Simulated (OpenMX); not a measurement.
HfN in OpenMX: the effect of volume scale

The system is HfN.

```
Hf N
1.0
     2.70718    0.00000    0.00000
     0.00000    2.70718    0.00000
     0.00000    0.00000    2.70718
Hf N
1 1
Direct
  0.50000 0.50000 0.50000
  0.00000 0.00000 0.00000
```

The cell was built by a generator and needn't be a form met in nature.

Alike in all runs:

- Program: OpenMX 3.8.5
- Task: single point
- Functional: PBE
- Potentials or basis: OpenMX 2013 PBE set, Hf7.0-s3p2d2f1, N6.0-s2p2d1, grid cutoff 400 Ry
- k mesh: 7 × 7 × 7
- Occupations: fermi-dirac, width 0.05 eV
- Spin: no spin polarisation

Problem. One run gave: pressure 7.3 GPa. Which volume scale did it use?
A. 1.08
B. 1
C. 0.92
D. 0.88
E. 0.96

Solution. E.

| volume scale | pressure (GPa) |
| --- | --- |
| 0.88 | 35.2 |
| 0.92 | 19.6 |
| 0.96 | 7.3 |
| 1 | -2.4 |
| 1.04 | -10.4 |
| 1.08 | -16.7 |

Caveats: the basis of atomic orbitals isn't converged, which shifts pressures, moduli and gaps.
